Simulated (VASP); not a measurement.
Wanted: the native input for a VASP 6.6.1 run.

* Task: band structure
* Functional: r2SCAN
* Potentials or basis: VASP PAW PBE potentials, release 64 (K_sv, Br)
* Cutoff: 520 eV
* k mesh: 8 × 8 × 8
* Occupations: gaussian, width 0.03 eV
* Spin: no spin polarisation
* Further INCAR settings: ALGO = Normal; EDIFF = 1e-06; NBANDS = 15

The structure of KBr lies in POSCAR:

```
KBr                                     
1.0
    0.0000000000      3.2798924877      3.2798924877
    3.2798924877      0.0000000000      3.2798924877
    3.2798924877      3.2798924877      0.0000000000
  K               Br            
     1     1
Direct
     0.0000000000000000    0.0000000000000000    0.0000000000000000
     0.5000000000000000    0.5000000000000000    0.5000000000000000
```

These files were run (other wordings do the same):

INCAR

```
SYSTEM = KBr
PREC = Accurate ; ENCUT = 520
EDIFF = 1E-6 ; ISMEAR = 0
SIGMA = 0.03 ; LREAL = .False.
LASPH = .True. ; NELM = 80
ALGO = Normal ; ISIF = 2
LWAVE = .False. ; LCHARG = .False.
METAGGA = R2SCAN ; LMIXTAU = .True.
NBANDS = 15
```

KPOINTS

```
regular mesh
0
Gamma
  8 8 8
  0 0 0
```

KPOINTS_OPT

```
explicit points
202
Reciprocal
 0.0000000000  0.0000000000  0.0000000000 1
 0.0555555556  0.0000000000  0.0555555556 1
 0.1111111111  0.0000000000  0.1111111111 1
 0.1666666667  0.0000000000  0.1666666667 1
 0.2222222222  0.0000000000  0.2222222222 1
 0.2777777778  0.0000000000  0.2777777778 1
[... 194 lines left out ...]
 0.4870016800  0.0129983200  0.5000000000 1
 0.5129983200 -0.0129983200  0.5000000000 1
```

Potentials or basis: VASP PAW PBE potentials, release 64 (K_sv, Br).

Run with:

```console
$ cat potpaw_PBE.64/K_sv/POTCAR potpaw_PBE.64/Br/POTCAR > POTCAR
$ mpirun -np 1 vasp_std > vasp.out
```

It gave:

```yaml
Pressure: 0.4 GPa
Band_gap_on_the_k_mesh: 5.13 eV, direct
Band_gap_along_the_path: 5.13 eV, direct
```

Caveat: the PAW data sets were made with another functional, which shifts forces and pressure a little.

Run time: 4.6 min on 1 thread of Intel(R) Xeon(R) Platinum 8488C (Sapphire Rapids), with other jobs on the host, peak memory 0.23 GiB.
